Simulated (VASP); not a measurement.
# CoSi (P2_13) in VASP: further runs

One crystal, CoSi, is run at these levels: revPBE, PBE, PBE+D4; tasks: single point.

Everything below comes from runs of VASP 6.6.1. Logs are shortened: lines on timing, memory, paths and dates and some standing lists are left out, and cuts for length are marked.

## 1. Starting point

The structure is cubic, space group P2_13 (No. 198). The conventional cell has a = 4.438 Å, b = 4.438 Å, c = 4.438 Å, α = 90.00°, β = 90.00°, γ = 90.00°. Co (site symmetry 3) has 7 Si at 2.28 to 2.47 Å as nearest neighbours. Si (site symmetry 3) has 7 Co at 2.28 to 2.47 Å as nearest neighbours.

## 2. Single point, revPBE, collinear spin, typed start

File INCAR:

```
SYSTEM = CoSi
  PREC = Accurate
  ENCUT = 520
  EDIFF = 1E-6
  ISMEAR = -1
  SIGMA = 0.05
  LREAL = .False.
  LASPH = .True.
  NELM = 150
  ALGO = Normal
  ISIF = 2
  LWAVE = .False.
  LCHARG = .False.
  ISPIN = 2
  MAGMOM = 2 2 2 2 0 0 0 0
  LORBIT = 11
  LMAXMIX = 4
  GGA = RE
  NBANDS = 40
```

File KPOINTS:

```
Automatic mesh
0
Gamma
  6 6 6
  0 0 0
```

File POSCAR:

```
CoSi
1.0
    4.4380000000      0.0000000000      0.0000000000
    0.0000000000      4.4380000000      0.0000000000
    0.0000000000      0.0000000000      4.4380000000
Co Si
4 4
Direct
    0.8600000000      0.6400000000      0.3600000000
    0.6400000000      0.3600000000      0.8600000000
    0.3600000000      0.8600000000      0.6400000000
    0.1400000000      0.1400000000      0.1400000000
    0.1570000000      0.3430000000      0.6570000000
    0.3430000000      0.6570000000      0.1570000000
    0.6570000000      0.1570000000      0.3430000000
    0.8430000000      0.8430000000      0.8430000000
```

Potentials or basis: VASP PAW PBE potentials, release 64 (Co, Si).

Started as:

```bash
$ cat potpaw_PBE.64/Co/POTCAR potpaw_PBE.64/Si/POTCAR > POTCAR
$ mpirun -np 1 vasp_std > vasp.out
```

OUTCAR:

```text
SYSTEM = CoSi
   PREC = Accurate
   ENCUT = 520
   EDIFF = 1E-6
   ISMEAR = -1
   LREAL = .False.
   LASPH = .True.
   NELM = 150
   ISIF = 2
   ISPIN = 2
   LORBIT = 11
   GGA = RE

 ion  position               nearest neighbor table
   1  0.860  0.640  0.360-   5 2.28   6 2.33   7 2.33   8 2.33   7 2.47   8 2.47   6 2.47   2 2.72
                             2 2.72   4 2.72   4 2.72   3 2.72   3 2.72
   2  0.640  0.360  0.860-   6 2.28   5 2.33   7 2.33   8 2.33   5 2.47   7 2.47   8 2.47   1 2.72
                             1 2.72   3 2.72   3 2.72   4 2.72   4 2.72
   3  0.360  0.860  0.640-   7 2.28   6 2.33   5 2.33   8 2.33   6 2.47   5 2.47   8 2.47   4 2.72
                             2 2.72   2 2.72   4 2.72   1 2.72   1 2.72
   4  0.140  0.140  0.140-   8 2.28   6 2.33   7 2.33   5 2.33   6 2.47   5 2.47   7 2.47   1 2.72
                             3 2.72   3 2.72   1 2.72   2 2.72   2 2.72
   5  0.157  0.343  0.657-   1 2.28   2 2.33   3 2.33   4 2.33   3 2.47   4 2.47   2 2.47   8 2.75
                             6 2.75   6 2.75   8 2.75   7 2.75   7 2.75
   6  0.343  0.657  0.157-   2 2.28   1 2.33   3 2.33   4 2.33   1 2.47   3 2.47   4 2.47   8 2.75
                             5 2.75   5 2.75   7 2.75   7 2.75   8 2.75
   7  0.657  0.157  0.343-   3 2.28   2 2.33   1 2.33   4 2.33   2 2.47   1 2.47   4 2.47   8 2.75
                             8 2.75   5 2.75   6 2.75   6 2.75   5 2.75
   8  0.843  0.843  0.843-   4 2.28   2 2.33   3 2.33   1 2.33   2 2.47   1 2.47   3 2.47   5 2.75
                             6 2.75   7 2.75   7 2.75   5 2.75   6 2.75

  LATTYP: Found a simple cubic cell.
 ALAT       =     4.4380000000

  Lattice vectors:

 A1 = (   4.4380000000,   0.0000000000,   0.0000000000)
 A2 = (   0.0000000000,   4.4380000000,   0.0000000000)
 A3 = (   0.0000000000,   0.0000000000,   4.4380000000)

Analysis of symmetry for initial positions (statically):
=====================================================================
 Subroutine PRICEL returns:
 Original cell was already a primitive cell.

 Routine SETGRP: Setting up the symmetry group for a
 simple cubic supercell.

 Subroutine GETGRP returns: Found 12 space group operations
 (whereof  3 operations were pure point group operations)
 out of a pool of 48 trial point group operations.

The static configuration has the point symmetry C_3 .
 The point group associated with its full space group is T   .

Analysis of symmetry for dynamics (positions and initial velocities):
=====================================================================
 Subroutine PRICEL returns:
 Original cell was already a primitive cell.

 Routine SETGRP: Setting up the symmetry group for a
 simple cubic supercell.

 Subroutine GETGRP returns: Found 12 space group operations
 (whereof  3 operations were pure point group operations)
 out of a pool of 48 trial point group operations.

The dynamic configuration has the point symmetry C_3 .
 The point group associated with its full space group is T   .

Analysis of structural, dynamic, and magnetic symmetry:
=====================================================================
 Subroutine PRICEL returns:
 Original cell was already a primitive cell.

 Routine SETGRP: Setting up the symmetry group for a
 simple cubic supercell.

 Subroutine GETGRP returns: Found 12 space group operations
 (whereof  3 operations were pure point group operations)
 out of a pool of 48 trial point group operations.

The overall configuration has the point symmetry C_3 .
 The point group associated with its full space group is T   .

 Subroutine INISYM returns: Found 12 space group operations
 (whereof  3 operations are pure point group operations),
 and found     1 'primitive' translations

----------------------------------------------------------------------------------------

                                     Primitive cell

  volume of cell :      87.4102

  direct lattice vectors                    reciprocal lattice vectors
     4.438000000  0.000000000  0.000000000     0.225326724  0.000000000  0.000000000
     0.000000000  4.438000000  0.000000000     0.000000000  0.225326724  0.000000000
     0.000000000  0.000000000  4.438000000     0.000000000  0.000000000  0.225326724

  length of vectors
     4.438000000  4.438000000  4.438000000     0.225326724  0.225326724  0.225326724

  position of ions in fractional coordinates (direct lattice)
     0.860000000  0.640000000  0.360000000
     0.640000000  0.360000000  0.860000000
     0.360000000  0.860000000  0.640000000
     0.140000000  0.140000000  0.140000000
     0.157000000  0.343000000  0.657000000
     0.343000000  0.657000000  0.157000000
     0.657000000  0.157000000  0.343000000
     0.843000000  0.843000000  0.843000000
[... 79 lines left out ...]
   LASPH  =      T    aspherical Exc in radial PAW
   ENCUT  =  520.0 eV  38.22 Ry    6.18 a.u.   8.25  8.25  8.25*2*pi/ulx,y,z
   NELM   =    150;   NELMIN=  2; NELMDL= -5     # of ELM steps
   EDIFF  = 0.1E-05   stopping-criterion for ELM
   LREAL  =      F    real-space projection
   EDIFFG = 0.1E-04   stopping-criterion for IOM
   NSW    =      0    number of steps for IOM
   IBRION =     -1    ionic relax: 0-MD 1-quasi-New 2-CG
   NFREE  =      0    steps in history (QN), initial steepest desc. (CG)
   ISIF   =      2    stress and relaxation
   ISYM   =      2    0-nonsym 1-usesym 2-fastsym
   POTIM  = 0.5000    time-step for ionic-motion
   TEBEG  =    0.0;   TEEND  =   0.0 temperature during run
   PSTRESS=    0.0 pullay stress
   NELECT =      52.0000    total number of electrons
   NUPDOWN=      -1.0000    fix difference up-down
   EMIN   =  10.00;   EMAX   =-10.00  energy-range for DOS
   EFERMI =   0.00;   METHOD = LEGACY
   ISMEAR =    -1;   SIGMA  =   0.05  broadening in eV -4-tet -1-fermi 0-gaus
   EFERMI_NEDOS =   21; number of points for ismear=-14 and -15
   IALGO  =     38    algorithm
   IMIX   =      4    mixing-type and parameters
     AMIX     =   0.40;   BMIX     =  1.00
     AMIX_MAG =   1.60;   BMIX_MAG =  1.00
  volume/ion in A,a.u.               =      10.93        73.73
  Fermi-wavevector in a.u.,A,eV,Ry     =   1.376856  2.601881 25.793021  1.895734
  Thomas-Fermi vector in A             =   2.502063
   LORBIT       =     11    0 simple, 1 ext, 2 COOP (PROOUT), +10 PAW based schemes
   GGA     = RE    functional components
   LHFCALC =     F    Hartree Fock is set to
   AEXX    =    0.0000 exact exchange contribution
   IVDW    =     0    specifies the selected vdW correction
   LEPSILON=     F    determine dielectric tensor
   LRPA    =     F    only Hartree local field effects (RPA)
 spin polarized calculation
  energy-cutoff  :      520.00
  volume of cell :       87.41
 maximum number of plane-waves:      2373
 NGX is ok and might be reduce to    36
   NGX = 17   NGY = 17   NGZ = 17

 number of electron      51.9999992 magnetization       0.0248658

 number of electron      51.9999992 magnetization      -0.0008602

 Free energy of the ion-electron system (eV)
  ---------------------------------------------------
  ext. energy  EPLUGINS =         0.00000000
  ---------------------------------------------------
  free energy    TOTEN  =       -51.97219233 eV

  energy without entropy =      -51.95766058  energy(sigma->0) =      -51.96492645

 E-fermi :  12.1685     XC(G=0): -12.8010

 val. band max:       12.1174288876   @ k =   0.0000   0.0000   0.0000
 cond. band min:      12.2128822572   @ k =   0.5000   0.5000   0.3333
 fundamental gap:      0.0954533696
 Fermi energy:        12.1685266725

 spin component 1

 k-point     1 :       0.0000    0.0000    0.0000
  band No.  band energies     occupation
      1      -1.5197      1.00000
      2       3.9664      1.00000
      3       3.9664      1.00000
      4       3.9664      1.00000
      5       6.6690      1.00000
      6       6.6690      1.00000
[... 973 lines left out ...]
     37      19.8662      0.00000
     38      19.8662      0.00000
 Fermi energy:        12.1685266725

 spin component 2

 k-point     1 :       0.0000    0.0000    0.0000
  band No.  band energies     occupation
      1      -1.5196      1.00000
      2       3.9664      1.00000
      3       3.9664      1.00000
      4       3.9664      1.00000
      5       6.6689      1.00000
      6       6.6689      1.00000
[... 973 lines left out ...]
     37      19.8662      0.00000
     38      19.8662      0.00000
 [bands above 38 left out]

------------------------ aborting loop because EDIFF is reached ----------------------------------------

  FORCE on cell =-STRESS in cart. coord.  units (eV):
  Direction    XX          YY          ZZ          XY          YZ          ZX
  --------------------------------------------------------------------------------------
  -------------------------------------------------------------------------------------
  Total        1.2835584      1.2835584      1.2835584      0.0000000      0.0000000      0.0000000
  in kB       23.5268790     23.5268790     23.5268790      0.0000000      0.0000000      0.0000000
  external PRESSURE =      23.5268790 kB  Pullay stress =       0.0000000 kB

 VOLUME and BASIS-vectors are now :
 -----------------------------------------------------------------------------
  energy-cutoff  :      520.00
  volume of cell :       87.41
      direct lattice vectors                 reciprocal lattice vectors
     4.438000000  0.000000000  0.000000000     0.225326724  0.000000000  0.000000000
     0.000000000  4.438000000  0.000000000     0.000000000  0.225326724  0.000000000
     0.000000000  0.000000000  4.438000000     0.000000000  0.000000000  0.225326724

 POSITION                                       TOTAL-FORCE (eV/Angst)
 -----------------------------------------------------------------------------------
      3.81668      2.84032      1.59768        -0.172623      0.172623     -0.172623
      2.84032      1.59768      3.81668         0.172623     -0.172623     -0.172623
      1.59768      3.81668      2.84032        -0.172623     -0.172623      0.172623
      0.62132      0.62132      0.62132         0.172623      0.172623      0.172623
      0.69677      1.52223      2.91577         0.006993     -0.006993      0.006993
      1.52223      2.91577      0.69677        -0.006993      0.006993      0.006993
      2.91577      0.69677      1.52223         0.006993      0.006993     -0.006993
      3.74123      3.74123      3.74123        -0.006993     -0.006993     -0.006993
 -----------------------------------------------------------------------------------
    total drift:                               -0.000000      0.000000      0.000000

  FREE ENERGIE OF THE ION-ELECTRON SYSTEM (eV)
  ---------------------------------------------------
  free  energy   TOTEN  =       -51.9721923264 eV

  energy  without entropy=      -51.9576605761  energy(sigma->0) =      -51.96492645

 total charge

# of ion       s       p       d       tot
------------------------------------------
    1        0.435   0.618   7.561   8.613
    2        0.435   0.618   7.561   8.613
    3        0.435   0.618   7.561   8.613
    4        0.435   0.618   7.561   8.613
    5        0.728   0.882   0.000   1.610
    6        0.728   0.882   0.000   1.610
    7        0.728   0.882   0.000   1.610
    8        0.728   0.882   0.000   1.610
--------------------------------------------------
tot          4.651   5.999  30.242  40.892

 magnetization (x)

# of ion       s       p       d       tot
------------------------------------------
    1        0.000   0.000  -0.000  -0.000
    2        0.000   0.000  -0.000  -0.000
    3        0.000   0.000  -0.000  -0.000
    4        0.000   0.000  -0.000  -0.000
    5        0.000   0.000   0.000   0.000
    6        0.000   0.000   0.000   0.000
    7        0.000   0.000   0.000   0.000
    8        0.000   0.000   0.000   0.000
--------------------------------------------------
tot          0.000   0.000  -0.000  -0.000
```

It took 2.2 min on 1 thread of AMD EPYC 9R45 (Zen 5), shared host; peak memory 0.27 GiB.

Results:

```yaml
Free_energy: -51.9722 eV
Pressure: 2.4 GPa
Largest_force: 0.299 eV/Å
Band_gap_on_the_k_mesh: none (metal or under the smearing width)
Net_moment: 0.00 μB per cell
Valence_electrons_inside_the_program's_atomic_spheres: Co 8.61; Si 1.61
```

Forces in eV/Å, atoms in the order of the input:
```
Co  -0.173  0.173 -0.173
Co   0.173 -0.173 -0.173
Co  -0.173 -0.173  0.173
Co   0.173  0.173  0.173
Si   0.007 -0.007  0.007
Si  -0.007  0.007  0.007
Si   0.007  0.007 -0.007
Si  -0.007 -0.007 -0.007
```

Caveat: the starting moments collapsed, and a magnetic state may lie lower; the PAW data sets were made with another functional, which shifts forces and pressure a little.

(Continued in part 2 of 2.)
